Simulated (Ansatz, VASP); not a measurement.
Ca: VASP beside Ansatz

```xyz
1
Lattice="-2.2352 2.2352 2.2352 2.2352 -2.2352 2.2352 2.2352 2.2352 -2.2352" Properties=species:S:1:pos:R:3 pbc="T T T"
Ca    0.0000    0.0000    0.0000
```

This isn't the form of Ca at room conditions, which is fcc.

Alike in both runs: task single point; functional r2SCAN; k mesh 6 × 6 × 6; no spin polarisation.

|  | VASP | Ansatz |
| --- | --- | --- |
| version | VASP 6.6.1 | Ansatz 0.2.0 |
| potentials or method | VASP PAW PBE potentials, release 64 (Ca_sv) | plane waves, PAW |
| plane-wave cutoff (eV) | 520 | 500 |
| occupations | methfessel-paxton of order 1, width 0.1 eV | cold, width 0.1 eV |
| valence electrons in the cell | 10 | 10 |

|  | VASP | Ansatz | Ansatz less VASP |
| --- | --- | --- | --- |
| pressure (GPa) | -0.4 | -0.4 | -0.04 |

Caveats: the PAW data sets were made with another functional, which shifts forces and pressure a little (VASP).
